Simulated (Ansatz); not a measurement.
Space group Fm-3m (No. 225). a = 3.893 Å, b = 3.893 Å, c = 3.893 Å, α = 90.00°, β = 90.00°, γ = 90.00°
```json
{"atom": "Re", "site": "4a", "symmetry": "m-3m", "x": "0.0000", "y": "0.0000", "z": "0.0000"}
```

Equation of state of this Re structure (not necessarily the ground state), with shape and atoms relaxed at each volume where symmetry leaves them free. It has no gap at any of these volumes. All numbers below come from DFT r2SCAN, scalar-relativistic, plane waves, PAW (Ansatz 0.2.0).

Settings: cutoff 500 eV, Γ-centred mesh 18×18×18 on the computed 1-atom cell, Gaussian smearing of 0.10 eV; no spin polarisation.

```csv
V (Å³/atom),E − E(largest V) (meV/atom),P (GPa)
13.870,13.43,27.37
14.312,-41.13,12.58
14.755,-57.92,-0.01
15.198,-42.63,-10.73
15.640,0.00,-19.85
```

Task: Fit a third-order Birch–Murnaghan equation to E(V).

Result: V0 = 14.75 Å³/atom, B0 = 387 GPa, B0' = 4.4.

Spin-orbit coupling is left out, which matters for the bands of heavy elements.

This fcc form isn't the element's structure at ambient conditions.